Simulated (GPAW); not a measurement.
The system is MnO2.

```xyz
3
Lattice="2.8566 0.0000 0.0000 -1.4283 2.4739 0.0000 0.0000 0.0000 4.6014" Properties=species:S:1:pos:R:3 pbc="T T T"
Mn    0.0000    0.0000    2.3007
O     0.0000    1.6492    3.2499
O     1.4283    0.8246    1.3515
```

Measurements of this composition are mostly on another form, of space group No. 136.

Program: GPAW 26.7.0. Alike in all runs: spin collinear, ferromagnetic start; cell as given; cutoff (eV) 800.

Task: Order these runs on this cell by their pressure, lowest first.
A. level LDA; potentials or basis the program's PAW data sets (release 1.2.1) made for this functional, pw; k mesh 7 × 7 × 4; smearing fermi-dirac 0.05 eV; band path GMKGALHA,LM,KH; band points 60
B. level PBEsol; potentials or basis PAW data sets generated in the run's folder for this functional, pw; k mesh 11 × 11 × 6; smearing gaussian 0.1 eV
C. level BLYP+D3(BJ); potentials or basis PAW data sets generated in the run's folder for this functional, pw; k mesh 11 × 11 × 6; smearing gaussian 0.1 eV; eigensolver davidson

Result: A (-7.8 GPa), B (0.9 GPa), C (5.6 GPa).

Caveats: a cell with one magnetic atom can't hold antiferromagnetic order, which such compounds often take.

Not every run made on this cell is shown here.
